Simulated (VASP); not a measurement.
# SnSe: restarted molecular dynamics, 2 variants

SnSe, Pmmn (no. 59), 16 atoms in the cell. PBE, molecular dynamics; PAW potentials Sn, Se (PBE set).

| Restart from | Temperature at the end (K) | The same without a restart (K) | Potential energy at the end (eV/atom) | The same without a restart (eV/atom) | Electronic steps in the first step after the restart | Time (s) |
|---|---|---|---|---|---|---|
| CONTCAR with velocities, WAVECAR read | 1175.0 | 1175.0 | -3.62307 | -3.62307 | 5 | 542 |
| CONTCAR with velocities, no WAVECAR | 1175.0 | 1175.0 | -3.62307 | -3.62307 | 16 | 584 |

Limits: 180 fs of 16 atoms are too short for converged averages.

## Input of the first row

INCAR.step1:
```
  ALGO = Normal
  EDIFF = 1E-6
  ENCUT = 210
  GGA = PE
  IBRION = 0
  ISIF = 2
  ISMEAR = 0
  ISYM = 0
  KPAR = 2
  LASPH = T
  LCHARG = F
  LREAL = Auto
  LWAVE = T
  MDALGO = 2
  NELM = 60
  NELMIN = 4
  NSW = 30
  POTIM = 3.0
  PREC = Normal
  RANDOM_SEED = 421299 0 0
  SIGMA = 0.05
  SMASS = 0
  TEBEG = 1600
```

INCAR.step2, as INCAR.step1 but for:
```
- LWAVE = T
+ LWAVE = F
```

KPOINTS:
```
k-points
0
Monkhorst-Pack
  2 1 2
```

POSCAR.step1:
```
SnSe
1.0
    5.7441790000      0.0000000000      0.0000000000
    0.0000000000     13.1329700000      0.0000000000
    0.0000000000      0.0000000000      6.0915160000
Sn Se
8 8
Direct
    0.0000000000      0.1297580000      0.0433620000
    0.0000000000      0.1297580000      0.5433620000
    0.0000000000      0.8702420000      0.0433620000
    0.0000000000      0.8702420000      0.5433620000
    0.5000000000      0.6297580000      0.4566380000
    0.5000000000      0.6297580000      0.9566380000
    0.5000000000      0.3702420000      0.4566380000
    0.5000000000      0.3702420000      0.9566380000
    0.0000000000      0.3391880000      0.4845060000
    0.0000000000      0.3391880000      0.9845060000
    0.0000000000      0.6608120000      0.4845060000
    0.0000000000      0.6608120000      0.9845060000
    0.5000000000      0.8391880000      0.0154940000
    0.5000000000      0.8391880000      0.5154940000
    0.5000000000      0.1608120000      0.0154940000
    0.5000000000      0.1608120000      0.5154940000
```

Commands (each step's output is kept before the next begins):
```
cat potpaw_PBE.64/Sn/POTCAR potpaw_PBE.64/Se/POTCAR > POTCAR
cp INCAR.step1 INCAR
cp POSCAR.step1 POSCAR
mpirun -np 2 vasp_std > vasp.out
cp CONTCAR POSCAR
cp INCAR.step2 INCAR
mpirun -np 2 vasp_std > vasp.out
```

Changes of the last row against the first:
```
(step 1)
- LWAVE = True
+ LWAVE = False
```

VASP 6.6.1 took 542 s on 2 cores (Intel Xeon Platinum 8259CL @ 2.50GHz (Skylake/Cascade Lake)), a shared host.
